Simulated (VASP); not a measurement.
```xyz
2
Lattice="0.0000 3.0700 3.0700 3.0700 0.0000 3.0700 3.0700 3.0700 0.0000" Properties=species:S:1:pos:R:3 pbc="T T T"
Al     0.0000     0.0000     0.0000
Sb     1.5350     1.5350     1.5350
```

These are G0W0 on PBE orbitals, VASP's PBE PAW potentials (set 64) (plane waves; VASP) values and carry that method's errors. Settings: PREC = Normal, 350 eV cut-off, 4×4×4 Γ-centred mesh, Gaussian smearing of 0.010 eV, potentials Al_GW Sb_d_GW.

The mesh is coarse and the basis finite, so the quasiparticle values are not converged.

NBANDS = 240, ENCUTGW = 250 eV, NOMEGA = 64. The PBE levels (eV) that the step starts from are:

```tsv
state	KS energy	filling
k1 (0.00, 0.00, 0.00), band 6	-7.27	2
k1 (0.00, 0.00, 0.00), band 7	3.45	2
k1 (0.00, 0.00, 0.00), band 8	3.45	2
k1 (0.00, 0.00, 0.00), band 9	3.45	2
k1 (0.00, 0.00, 0.00), band 10	5.04	0
k1 (0.00, 0.00, 0.00), band 11	6.55	0
k1 (0.00, 0.00, 0.00), band 12	6.55	0
k1 (0.00, 0.00, 0.00), band 13	6.55	0
k3 (0.50, 0.00, 0.00), band 6	-5.88	2
k3 (0.50, 0.00, 0.00), band 7	-1.98	2
k3 (0.50, 0.00, 0.00), band 8	2.54	2
k3 (0.50, 0.00, 0.00), band 9	2.54	2
k3 (0.50, 0.00, 0.00), band 10	4.79	0
k3 (0.50, 0.00, 0.00), band 11	7.18	0
k3 (0.50, 0.00, 0.00), band 12	7.18	0
k3 (0.50, 0.00, 0.00), band 13	10.03	0
k5 (0.50, 0.25, 0.00), band 6	-5.64	2
k5 (0.50, 0.25, 0.00), band 7	-1.61	2
k5 (0.50, 0.25, 0.00), band 8	0.75	2
k5 (0.50, 0.25, 0.00), band 9	1.78	2
k5 (0.50, 0.25, 0.00), band 10	5.37	0
k5 (0.50, 0.25, 0.00), band 11	7.72	0
k5 (0.50, 0.25, 0.00), band 12	8.68	0
k5 (0.50, 0.25, 0.00), band 13	9.19	0
```

**Question.** Give the quasiparticle energies and renormalisation factors Z.

**Answer.** 
```
state                           QP energy (eV)     Z
------------------------------  --------------  ----
k1 (0.00, 0.00, 0.00), band 6            -7.90  0.66
k1 (0.00, 0.00, 0.00), band 7             2.83  0.76
k1 (0.00, 0.00, 0.00), band 8             2.83  0.76
k1 (0.00, 0.00, 0.00), band 9             2.83  0.76
k1 (0.00, 0.00, 0.00), band 10            5.24  0.76
k1 (0.00, 0.00, 0.00), band 11            6.61  0.75
k1 (0.00, 0.00, 0.00), band 12            6.61  0.75
k1 (0.00, 0.00, 0.00), band 13            6.61  0.75
k3 (0.50, 0.00, 0.00), band 6            -6.50  0.69
k3 (0.50, 0.00, 0.00), band 7            -2.63  0.70
k3 (0.50, 0.00, 0.00), band 8             1.89  0.75
k3 (0.50, 0.00, 0.00), band 9             1.89  0.75
k3 (0.50, 0.00, 0.00), band 10            4.85  0.77
k3 (0.50, 0.00, 0.00), band 11            7.21  0.75
k3 (0.50, 0.00, 0.00), band 12            7.21  0.75
k3 (0.50, 0.00, 0.00), band 13            9.79  0.75
k5 (0.50, 0.25, 0.00), band 6            -6.26  0.70
k5 (0.50, 0.25, 0.00), band 7            -2.23  0.70
k5 (0.50, 0.25, 0.00), band 8             0.09  0.74
k5 (0.50, 0.25, 0.00), band 9             1.11  0.75
k5 (0.50, 0.25, 0.00), band 10            5.33  0.77
k5 (0.50, 0.25, 0.00), band 11            7.74  0.75
k5 (0.50, 0.25, 0.00), band 12            8.70  0.74
k5 (0.50, 0.25, 0.00), band 13            9.24  0.74
```
On the mesh the gap opens from 1.21 to 1.73 eV.

The compound is AlSb in the zinc blende structure. The cell was not relaxed at this level. The k-mesh is coarse (spacing up to 0.44 per Å, 2π included), so the numbers may not be converged in it.
